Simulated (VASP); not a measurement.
# Tb under changes of volume

One of the cells (33.132 Å³/atom); the others are scaled copies at fixed shape and fractional positions:

```
Tb
1.0
    -2.02331    2.02331    2.02331
     2.02331   -2.02331    2.02331
     2.02331    2.02331   -2.02331
Tb
1
Direct
  0.00000 0.00000 0.00000
```

This isn't the form of Tb at room conditions, which is hcp.

- Program: VASP 6.6.1
- Functional: PBE
- Potentials or basis: VASP PAW PBE potentials, release 64 (Tb)
- Cutoff: 520 eV
- k mesh: 9 × 9 × 9
- Occupations: fermi-dirac, width 0.05 eV
- Spin: collinear spin, ferromagnetic start
- Starting moments: [6.0] μB

| volume (Å³/atom) | energy over the lowest point (meV/atom) | pressure (GPa) | moment (μB per cell) |
| --- | --- | --- | --- |
| 30.533 | 11.82 | 2.1 | 5.90 |
| 31.183 | ? | ? | ? |
| 31.833 | 1.07 | 0.8 | 5.89 |
| 33.132 | 0.00 | -0.3 | 5.88 |
| 33.782 | 2.65 | -0.8 | 5.87 |
| 34.431 | 7.21 | -1.0 | 5.87 |

Problem. What does the run at 31.183 Å³/atom give?

Solution. Energy over the lowest point 5.14 meV/atom; pressure 1.5 GPa; moment 5.89 μB per cell.

Worked out: A Birch-Murnaghan fit of order 3 (a polynomial in V^(-2/3)) to the other rows has its minimum at 32.63 Å³/atom with B0 = V·E''(V) = 27 GPa and B' = 2.9. It gives 5.14 meV/atom at 31.183 Å³/atom, against the run's 5.14, and -dE/dV = 1.3 GPa, against 1.5. A straight line through the other rows of the moment, of slope -0.00823 μB per Å³/atom, gives 5.89 μB, against the run's 5.89.

Energies are extrapolated to zero smearing.

Caveats: the magnetic or orbital state may not be the lowest.
